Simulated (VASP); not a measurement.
The system is InP.

```
In P
1.0
     0.00000    2.93050    2.93050
     2.93050    0.00000    2.93050
     2.93050    2.93050    0.00000
In P
1 1
Direct
  0.00000 0.00000 0.00000
  0.25000 0.25000 0.25000
```

| Item | Value |
| --- | --- |
| Program | VASP 6.6.1 |
| Task | relaxation of cell and atoms |
| Functional | PBE |
| Potentials or basis | VASP PAW PBE potentials, release 64 (In_d, P) |
| Cutoff | 600 eV |
| k mesh | 8 × 8 × 8 |
| Occupations | gaussian, width 0.02 eV |
| Spin | no spin polarisation |

At the start: pressure 3.3 GPa; volume 25.17 Å³/atom.

Problem. Where does the relaxation end?

Solution. Over 3 steps the energy falls by 12.5 meV/atom and the volume is 26.44 Å³/atom (+5.1 %); space group F-43m (No. 216, to 0.05 Å).

Step by step:
```csv
step,energy change (eV),largest force (eV/Å),pressure (GPa),volume (Å³)
1,0.0000,0.0000,3.30,50.33
2,-0.0192,0.0000,-1.39,54.20
3,-0.0251,0.0000,0.01,52.88
```

Final structure:
```
In P
1.0
     0.00000    2.97915    2.97915
     2.97915    0.00000    2.97915
     2.97915    2.97915    0.00000
In P
1 1
Direct
  0.00000 0.00000 0.00000
  0.25000 0.25000 0.25000
```
